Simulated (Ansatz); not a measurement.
Wanted: the native input for an Ansatz 0.2.0 run.

- Task: band structure
- Functional: r2SCAN
- Potentials or basis: Ansatz PAW
- Cutoff: 500 eV (not typed: the program's choice for these potentials)
- k mesh: 7 × 5 × 5
- Occupations: fermi-dirac, width 0.05 eV
- Spin: no spin polarisation
- Hubbard terms: Ti d U = 5 eV
- Path: [["G", "Y", "H", "C", "E", "M1", "A", "X", "H1"], ["M", "D", "Z"], ["Y", "D"]]
- Points for each segment of the path: 10
- Hubbard projectors: ortho-atomic (the default)
- Double counting: fll (the default)

The system is BaTiO3.

```
CELL_PARAMETERS angstrom
-2.82767 -1.63255 -2.31773
2.82767 -4.89766 0.00000
-2.82767 -1.63255 4.63546
ATOMIC_POSITIONS crystal
Ba 0.01575 0.99511 0.97326
Ba 0.98425 0.50489 0.52674
Ti 0.50386 0.98954 0.50362
Ti 0.46814 0.51046 0.02438
O 0.53055 0.23162 0.73316
O 0.48625 0.75828 0.23994
O 0.47922 0.75734 0.73348
O 0.53758 0.25276 0.23962
O 0.99089 0.02893 0.47950
O 0.04611 0.47107 0.00370
```

The input as run:

input.yaml

```yaml
crystal:
  lattice:
    - [-2.82766816, -1.63255497, -2.31773161]
    - [2.82766816, -4.89766492, 0.0]
    - [-2.82766816, -1.63255497, 4.63546322]
  atoms:
    - { symbol: Ba, position: [0.01574546, 0.99510673, 0.97325899] }
    - { symbol: Ba, position: [0.98425454, 0.50489327, 0.52674101] }
    - { symbol: Ti, position: [0.50385971, 0.9895382, 0.503622] }
    - { symbol: Ti, position: [0.46814029, 0.5104618, 0.024378] }
    - { symbol: O, position: [0.53055, 0.23162339, 0.73315727] }
    - { symbol: O, position: [0.48625, 0.75827661, 0.23994273] }
    - { symbol: O, position: [0.47921711, 0.75734423, 0.73348461] }
    - { symbol: O, position: [0.53758289, 0.25275577, 0.23961539] }
    - { symbol: O, position: [0.99088784, 0.02893112, 0.47950327] }
    - { symbol: O, position: [0.04611216, 0.47106888, 0.00369673] }
hamiltonian:
  xc: r2scan
  pseudopotentials: { kind: paw }
  hubbard: { sites: [{ species: Ti, l: d, u_eff: 5.0 }] }
kpoints:
  mp_grid: { grid: [7, 5, 5] }
  band_path:
    path:
      - [[0.0, 0.0, 0.0], [0.0, 0.0, 0.5], [-0.4987186014, 0.0, 0.502576104], [-0.5, 0.0, 0.5], [-0.5, 0.5, 0.5], [-0.5012813986, 0.5, 0.497423896], [-0.5, 0.5, 0.0], [-0.5, 0.0, 0.0], [-0.5012813986, 0.0, 0.497423896]]
      - [[-0.4987186014, 0.5, 0.502576104], [0.0, 0.5, 0.5], [0.0, 0.5, 0.0]]
      - [[0.0, 0.0, 0.5], [0.0, 0.5, 0.5]]
    npoints: 10
scf:
  occupations: { method: fermi_dirac, width: 0.05 }
  n_extra_bands: 25
output:
  forces: true
  stress: true
  eigenvalues: true
  fatbands: false
```

Potentials or basis: Ansatz PAW.

Run with:

```sh
$ ansatz run input.yaml --threads 4 --pin off --max-ram 11264MiB --backend cpu --events-out ev --progress --plain --runs-dir out
```

Results of the run:

The pressure is 7.5 GPa and the largest force is 3.669 eV/Å. The band gap on the k mesh is 3.22 eV, indirect (least direct gap 3.27 eV). The band gap along the path is 3.19 eV, indirect (least direct gap 3.27 eV).

Caveat: spin-orbit coupling is left out, which moves the levels of the heavy elements; the PAW data sets come from PBE, with cores solved anew for the run's functional, which leaves a small shift of forces and pressure; forces of over 1 eV/Å show positions far from the minimum, so gaps and moduli don't describe the material at rest.

Run time: 3.4 min on 4 threads of AMD EPYC 7571, on a shared host, peak memory 1.7 GiB.
